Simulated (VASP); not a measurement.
# Zone-centre gap, electron mass and upper valleys of InAs under biaxial (001) strain at HSE06 with spin-orbit coupling

The decision is how much in-plane strain to build into an InAs layer that serves as the absorber of an infrared detector. The brief, with limits chosen for this exercise, asks for an absorption cut-off between 4 and 6 µm, an electron mass along the normal of at most 0.025 $m_e$ because the carriers are collected across the layer, and at least 1 eV between the conduction edge at Γ and the next valley, so that fast electrons stay in the light one.

The calculation gives the conduction levels at Γ, at L and along Γ–X, all counted from the valence-band top at the zone centre, together with the electron mass at Γ in two directions. Strain is measured against the crystal relaxed with PBEsol, and tension is positive.

## How the numbers were made

The start is a typed prototype cell. The crystal was relaxed with PBEsol. Equal strain is imposed in the (001) plane; the strain along the normal is adjusted until the normal stress vanishes, and the atoms are relaxed with PBEsol. VASP 6.6.1, plane waves with PAW, cutoff 450 eV, no spin polarisation. Band edges are single points at HSE06 with spin-orbit coupling on these cells, k mesh 4×4×4, read on short lines of k points at the zone centre and through the valleys; energies are counted from the valence-band top at the zone centre. Masses are fitted within 0.05 1/Å of the zone centre. All levels use the PAW data sets made with PBE.

Notes on method and selection:

- A valley's energy from the valence-band top holds the shift of that top as well as the shift of the valley.
- The gap closes at PBEsol in some of these cells, so their relaxation was done on a slightly metallic state, which can put single points off the line.
- Runs that did not converge, have known faults or may not be shown are not listed, and runs on Ansatz's PAW sets soft_1 and soft_2 are kept to separate tables.

Columns:

- strain (%): strain in the plane (tension positive).
- Γ level (eV): lowest conduction level at Γ.
- Δ valley (eV): lowest conduction level along Γ–X.
- L valley (eV): lowest conduction level at the L points.
- mass, normal (mₑ): electron mass at Γ along the normal.
- mass, plane (mₑ): electron mass at Γ in the plane.

## The series

```
member  sign of the strain  strain (%)  Γ level (eV)  Δ valley (eV)  L valley (eV)  mass, normal (mₑ)  mass, plane (mₑ)
−2 %    compression         −2.0        0.369         1.886          1.462          0.0365             0.0288
−1 %    compression         −1.0        0.360         1.974          1.495          0.0318             0.0280
−0.5 %  compression         −0.5        0.353         2.016          1.506          0.0294             0.0275
0 %     compression         0.0         0.346         2.058          1.514          0.0270             0.0270
0 %     tension             0.0         0.346         2.058          1.514          0.0270             0.0270
+0.5 %  tension             0.5         0.302         2.011          1.482          0.0247             0.0265
+1 %    tension             1.0         0.254         1.963          1.445          0.0223             0.0258
+2 %    tension             2.0         0.153         1.868          1.361          0.0179             0.0243
```

Least-squares fits to the whole series, with x = strain (%); R² and errors in the fitted variable (y, or ln y where the fit is in ln y):

```
y              sign of the strain  members  fit                      R²    rms residual  leave-one-out rms  the same for the mean of the others
Γ level (eV)   compression         4        y = 0.3470 − 0.01143 x   0.99  0.0010        0.0030             0.011
Γ level (eV)   tension             4        y = 0.3486 − 0.09697 x   1.00  0.0022        0.0062             0.096
Δ valley (eV)  compression         4        y = 2.0588 + 0.086057 x  1.00  8.3×10⁻⁴      0.0024             0.085
Δ valley (eV)  tension             4        y = 2.0582 − 0.095086 x  1.00  2.1×10⁻⁴      3.7×10⁻⁴           0.094
```

## Why the values move as they do

Tension narrows the gap strongly, while compression widens it only slightly. The fitted slopes are −0.0970 eV per percent under tension and −0.0114 eV per percent under compression, a ratio of 0.0970 / 0.0114 = 8.5.

Two effects combine. Compression in the plane reduces the volume and raises the Γ level against the average of the upper valence bands; tension does the reverse. Strain of either sign also splits those bands and pushes the top one up, which narrows the gap. At 2 % the part that changes sign with strain is (0.369 − 0.153) / 2 = 0.108 eV, and the part that does not is 0.346 − (0.369 + 0.153) / 2 = 0.085 eV. They nearly cancel under compression and add under tension.

The mass along the normal is set mainly by the distance from the Γ level to the valence band that is light in that direction. Under compression this band lies below the top one, so the mass rises by a factor of 0.0365 / 0.0270 = 1.35 at −2 %, although the gap grows only by a factor of 0.369 / 0.346 = 1.07. Under tension the light band is the top one, and at +2 % the mass falls to 0.0179 / 0.0270 = 0.66 of its unstrained value. In the plane both upper bands contribute, and the change is smaller, to 1.07 and 0.90.

The L valley is the next one in every row. Its distance from the Γ level, in which the valence top cancels, is 1.514 − 0.346 = 1.168 eV without strain, 1.093 eV at −2 % and 1.208 eV at +2 %, since the Γ level responds more strongly to volume than L does. The lowest valley along Γ–X is 1.712 eV above Γ without strain, 1.517 eV at −2 % and 1.715 eV at +2 %. Strain splits these valleys and lowers those along the shortened axes.

## Where the trend breaks

Largest departures from the fit to the whole series:

```
member  sign of the strain  Γ level (eV)  fit    computed − fit  in rms residuals
−1 %    compression         0.360         0.358  +0.002          1.5
0 %     tension             0.346         0.349  −0.003          1.2
+1 %    tension             0.254         0.252  +0.002          1.1
0 %     compression         0.346         0.347  −0.001          1.0
```

No gap lies more than 0.003 eV from its line. What remains under tension is a slight bend: the slope is (0.302 − 0.346) / 0.5 = −0.088 eV per percent in the first step and (0.153 − 0.254) / 1 = −0.101 in the last. Coupling of the top valence band to the split-off band would bend the line in this sense. The metallic state at PBEsol has left no visible mark, as no row jumps off its line.

The masses deserve more caution, above all at +2 %. With $\hbar^2/2m_e$ = 3.81 eV Å², a parabola of that mass rises by 3.81 × 0.05² / 0.0179 = 0.53 eV within the fitted range, far more than the gap of 0.153 eV. The true band rises less steeply than a parabola over such a range, so a purely parabolic fit gives too large a mass at the band edge.

## Meeting the brief

The cut-off wavelength follows from the gap as $\lambda = hc/E$, with $hc$ = 1.24 eV µm. The window from 4 to 6 µm therefore corresponds to gaps between 1.24 / 4 = 0.310 eV and 1.24 / 6 = 0.207 eV.

The unstrained crystal has its cut-off at 1.24 / 0.346 = 3.58 µm and fails; the compressed rows have wider gaps and fail as well. At +2 % the cut-off is 1.24 / 0.153 = 8.10 µm, beyond the window. Two rows remain: +0.5 % with 1.24 / 0.302 = 4.11 µm and +1 % with 1.24 / 0.254 = 4.88 µm. Both meet the mass limit, with 0.0247 and 0.0223 $m_e$ along the normal. The valley condition removes no row, as the smallest distance from Γ to L in the series is 1.093 eV.

The pick is +1 %, which lies well inside the window and has the lower mass. The runner-up is +0.5 %, which is only 0.310 − 0.302 = 0.008 eV from the edge.

The pick rests on the computed gaps. It leaves the window if the true gap is larger by more than 0.310 − 0.254 = 0.056 eV or smaller by more than 0.254 − 0.207 = 0.047 eV. HSE06 with spin-orbit coupling typically misses the gaps of such semiconductors by roughly 0.1 eV, in either direction. If all gaps were 0.1 eV larger, the +2 % row would move to 0.153 + 0.1 = 0.253 eV, or 1.24 / 0.253 = 4.90 µm, and take the place of +1 %. If all were 0.1 eV smaller, +1 % would drop to 0.254 − 0.1 = 0.154 eV and leave the window, while the unstrained crystal, at 0.346 − 0.1 = 0.246 eV, and the compressed rows would enter it. The masses would then fall too, that of the unstrained crystal possibly below the limit.

Because much of this error should be common to the rows, a gap measured on an unstrained layer at the working temperature would supply the offset. The strain can then be chosen again from the computed differences.

## What to take away

Between −2 and +2 %, tension is the effective way to tune the gap of InAs, and it lightens the electron most along the normal. Compression changes the gap little but makes the electron clearly heavier in that direction. The upper valleys stay more than 1 eV above the Γ level throughout.

Three omitted effects matter for a real layer. A strained layer stays coherent with its substrate only up to a limited thickness, which shrinks as the strain grows; beyond it dislocations relieve the strain, and a thin absorber takes up less light. Confinement in a well a few nanometres thick widens the gap by roughly 0.2 to 0.4 eV, depending on the barriers, which is comparable to or larger than the whole spread of 0.369 − 0.153 = 0.216 eV. Warming to room temperature narrows the gap by several hundredths of an eV, more than the 0.369 − 0.346 = 0.023 eV gained by 2 % compression.

[Logs are printed without paths, hosts, clocks, repeated set-up lines and the standing remarks that a program may print on its own settings, such as how far it seeks lower states.]
